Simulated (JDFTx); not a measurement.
Crystal: Ag.

```xyz
1
Lattice="0.0000 2.0427 2.0427 2.0427 0.0000 2.0427 2.0427 2.0427 0.0000" Properties=species:S:1:pos:R:3 pbc="T T T"
Ag    0.0000    0.0000    0.0000
```

```yaml
Program: JDFTx 1.7.0 (patched build)
Task: relaxation of cell and atoms
Functional: LDA
Potentials_or_basis: SG15-PBE-1.2 with smoothed tails
Cutoff: 1088 eV
Density_cutoff: 4354 eV
k_mesh: 6 × 6 × 6
Occupations: fermi-dirac, width 0.05 eV
Spin: no spin polarisation
```

At the start: pressure -7.6 GPa; volume 17.05 Å³/atom.

Task: Where does the relaxation end?

Result: Over 8 steps the energy falls by 26.8 meV/atom and the volume is 16.00 Å³/atom (-6.2 %); space group Fm-3m (No. 225, to 0.05 Å).

The path:
| step | energy change (eV) | largest force (eV/Å) | pressure (GPa) | volume (Å³) |
| --- | --- | --- | --- | --- |
| 1 | 0.0000 | 0.0000 | -7.60 | 17.05 |
| 2 | -0.0084 | 0.0000 | -6.47 | 16.86 |
| 3 | -0.0265 | 0.0000 | 0.93 | 15.89 |
| 4 | -0.0268 | 0.0000 | 0.00 | 16.00 |
| 5 | -0.0268 | 0.0000 | 0.00 | 16.00 |
| 6 | -0.0268 | 0.0000 | 0.00 | 16.00 |
| 7 | -0.0268 | 0.0000 | -0.01 | 16.00 |
| 8 | -0.0268 | 0.0000 | 0.00 | 16.00 |

Final structure:
```
Ag
1.0
     0.00000    1.99987    1.99987
     1.99987    0.00000    1.99987
     1.99987    1.99987    0.00000
Ag
1
Direct
  0.00000 0.00000 0.00000
```

Caveat: the k mesh is coarse (spacing up to 0.44 Å⁻¹), so the values aren't converged; the plane waves are those of the starting cell, so after so large a change of volume the result is rough; the potentials were made for another functional, which shifts forces and pressure.
